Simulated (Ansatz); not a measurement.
A vibration from a frozen displacement in KF

All numbers below come from Ansatz, DFT r2SCAN, scalar-relativistic, plane waves, PAW. The runs took a 500 eV cutoff, a Γ-centred 8×8×8 mesh and Gaussian smearing (0.05 eV). No spin polarisation. Energies are free energies at this smearing, counted from the undisturbed cell; pressure is positive in compression.

The starting cell (as given, not relaxed at this level; it stands at -0.5 GPa):

```
K F
1.0
     0.00000    2.67350    2.67350
     2.67350    0.00000    2.67350
     2.67350    2.67350    0.00000
K F
1 1
Direct
  0.00000 0.00000 0.00000
  0.50000 0.50000 0.50000
```

Every F atom is moved by x along the Cartesian unit vector (1.000, 0.000, 0.000); the cell and all other atoms stay fixed. The cell's volume is 38.22 Å³; the moved atoms weigh 18.998 u together and the others 39.098 u. Some rows repeat others by symmetry and weren't run.

```csv
x (Å),ΔE (meV/cell),total force on the moved atoms along the move (eV/Å),pressure (GPa)
-0.5000,336.24,1.9314,4.3911
-0.4375,231.70,1.4348,3.0169
-0.3750,154.52,1.0516,1.9355
-0.3125,98.40,0.7572,1.0980
-0.2500,58.45,0.5311,0.4646
-0.1875,30.95,0.3563,0.0035
-0.1250,13.15,0.2181,-0.3091
-0.0625,3.20,0.1033,-0.4901
0.0000,0.00,0.0000,-0.5493
0.0625,3.20,-0.1033,-0.4901
0.1250,13.15,-0.2181,-0.3091
0.1875,30.95,-0.3563,0.0035
0.2500,58.45,-0.5311,0.4646
0.3125,98.40,-0.7572,1.0980
0.3750,154.52,-1.0516,1.9355
0.4375,231.70,-1.4348,3.0169
0.5000,336.24,-1.9314,4.3911
```

**Question.** What frequency belongs to this motion?

**Answer.** The force constant is k = −dF/dx = 1.653 eV/Å², from the parabola through x = -0.0625, 0 and 0.0625. In every cell the moved atoms swing against the rest, so the mass is μ = m₁m₂/(m₁ + m₂) = 12.786 u, and ν̃ = 521.5 cm⁻¹ × √(|k|/μ) = 187 cm⁻¹. To first order in x, and within 1 %, the force on every atom lies along the move and, within each of the two groups, in proportion to the atom's mass, so this is itself a mode at the zone centre of this cell, taken without macroscopic field (the transverse frequency in a polar insulator).

**Question.** How far does the harmonic law reach?

**Answer.** At x = -0.500 Å, kx²/2 = 206.60 meV against the computed 336.24 meV (+62.7 %): the well stiffens in this direction at large amplitude.

**Question.** The pressure changes with x². What does that say about the frequency under compression?

**Answer.** With E = k(V)x²/2, k ∝ V^(−2γ) and x scaling with the cell as V^(1/3), P − P0 = −∂E/∂V = (2γ − 2/3) ΔE/V. At x = 0.1250 Å, V(P − P0) = 38.22 × 0.24022 / 160.2 eV = 57.30 meV and ΔE = 13.15 meV, so γ = 1/3 + V(P − P0)/(2ΔE) = 2.51. This is the Grüneisen parameter of the motion under uniform scaling of the cell: shrinking the cell evenly by 1 % in volume raises the frequency by about 2.51 %.